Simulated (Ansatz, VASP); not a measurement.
## Si in VASP and in Ansatz

```
Si
1.0
     3.83132    0.00000    0.00000
    -1.91566    3.31802    0.00000
     0.00000    0.00000   28.29696
Si
8
Direct
  0.66667 0.33333 0.31806
  0.33333 0.66667 0.34626
  0.33333 0.66667 0.42995
  0.66667 0.33333 0.45815
  0.66667 0.33333 0.54210
  0.33333 0.66667 0.57011
  0.33333 0.66667 0.65577
  0.66667 0.33333 0.68001
```

Alike in both runs: functional PBE; k mesh 9 × 9 × 1; occupations gaussian, width 0.1 eV; no spin polarisation.

Ansatz relaxed the structure, and its values are those at the end. VASP's run is a single point on that final structure, the one shown.

|  | VASP | Ansatz |
| --- | --- | --- |
| version | VASP 6.6.1 | Ansatz 0.2.0 |
| potentials or method | VASP PAW PBE potentials, release 64 (Si) | scalar-relativistic, plane waves, PAW |
| plane-wave cutoff (eV) | 520 | 420 |
| valence electrons in the cell | 32 | 32 |

VASP gave:

- gap on the k mesh at the Fermi level (eV): none
- rms of the force components (eV/Å): 0.182

Estimate Ansatz's values.

gap on the k mesh at the Fermi level (eV): none; rms of the force components (eV/Å): 0.181.

A gap of «none» marks a metal or a gap that the smearing closes. The functional is the same, so the differences come from potentials, cutoffs and numerics.
